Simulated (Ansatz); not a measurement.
TiO2: equation of state with RPBE

The system is TiO2.

```
Ti O
1.0
     6.15358   -1.88347    0.00000
     6.15358    1.88347    0.00000
    -1.92833    0.00000    6.32897
Ti O
4 8
Direct
  0.90007 0.90007 0.28960
  0.19529 0.19529 0.28376
  0.09993 0.09993 0.71040
  0.80471 0.80471 0.71624
  0.36193 0.36193 0.29340
  0.26349 0.26349 0.65250
  0.86719 0.86719 0.99529
  0.73651 0.73651 0.34750
  0.94165 0.94165 0.63002
  0.13281 0.13281 0.00471
  0.63807 0.63807 0.70660
  0.05835 0.05835 0.36998
```

The cell comes from a database or a generator and needn't be the stable form of this composition.

- Program: Ansatz 0.2.0
- Task: equation of state
- Functional: RPBE
- Potentials or basis: Ansatz PAW
- Cutoff: 420 eV
- Density cutoff: 1680 eV
- k mesh: 8 × 8 × 4
- Occupations: fermi-dirac, width 0.05 eV
- Spin: no spin polarisation

| Property | Result |
| --- | --- |
| Equilibrium volume | 12.42 Å³/atom |
| Bulk modulus at fixed shape and positions | 184 GPa |
| Pressure derivative of the bulk modulus | 4.2 |

Energy against volume, from the lowest point:
```tsv
volume (Å³/atom)	energy (meV/atom)
11.492	45.54
11.737	23.77
11.981	9.42
12.226	1.72
12.470	0.00
12.715	3.74
12.959	12.32
```

All runs of the series together: 5 min on 2 threads of Intel(R) Xeon(R) Processor @ 2.50GHz (Skylake/Cascade Lake) (shared host).

Caveat: the potentials were made for another functional, which shifts forces and pressure; the cell was scaled at fixed shape and fractional positions, which overstates the stiffness of a crystal with free parameters, most of all of layers and chains.
